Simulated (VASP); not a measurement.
Here is a VASP 6.6.1 calculation.

Contents of POSCAR:

```
AlP
1.0
    0.0000000000      2.7391326700      2.7391326700
    2.7391326700      0.0000000000      2.7391326700
    2.7391326700      2.7391326700      0.0000000000
Al P
1 1
Direct
    0.0000000000      0.0000000000      0.0000000000
    0.2500000000      0.2500000000      0.2500000000
```

File INCAR.step1:

```
SYSTEM = AlP
  PREC = Accurate
  ENCUT = 550
  ISMEAR = -1
  SIGMA = 0.02
  LREAL = .FALSE.
  LASPH = .TRUE.
  NELM = 120
  NBANDS = 11
  GGA = PE
  ALGO = Normal
  EDIFF = 1E-5
  LWAVE = .TRUE.
  LCHARG = .FALSE.
  GGA_COMPAT = .FALSE.
```

INCAR.step2

```
SYSTEM = AlP
  PREC = Accurate
  ENCUT = 550
  EDIFF = 1E-6
  ISMEAR = -1
  SIGMA = 0.02
  LREAL = .FALSE.
  LASPH = .TRUE.
  NELM = 120
  ALGO = Normal
  ISIF = 2
  LWAVE = .FALSE.
  LCHARG = .FALSE.
  METAGGA = R2SCAN
  LMIXTAU = .TRUE.
  NBANDS = 11
  ISTART = 1
  GGA_COMPAT = .FALSE.
```

The input KPOINTS:

```
regular mesh
0
G
  10 10 10
  0 0 0
```

Potentials or basis: VASP PAW PBE potentials, release 64 (Al, P).

Launch:

```console
$ cat potpaw_PBE.64/Al/POTCAR potpaw_PBE.64/P/POTCAR > POTCAR
$ cp INCAR.step1 INCAR
$ mpirun -np 1 vasp_std > vasp.out
$ cp INCAR.step2 INCAR
$ mpirun -np 1 vasp_std > vasp.out
```

Question: What does it give for the band gap on the k mesh?

Answer: 1.93 eV (least direct gap 3.91 eV).

Question: What does it give for the pressure?

Answer: -0.3 GPa.

Caveat: the PAW data sets were made with another functional, which shifts forces and pressure a little.

**Measured values to compare with.**

A printed reference work, data compilation reports, for a bulk crystal of AlP at 4.2 K: band gap 2.505 eV (indirect).

A measured gap of AlP is 2.505 eV (indirect; 4.2 K; a printed reference work, data compilation); the calculated 1.93 eV misses it by -0.58 eV. The value is that of r2SCAN on a finite k mesh, which can miss the band edges, without temperature or zero-point motion.
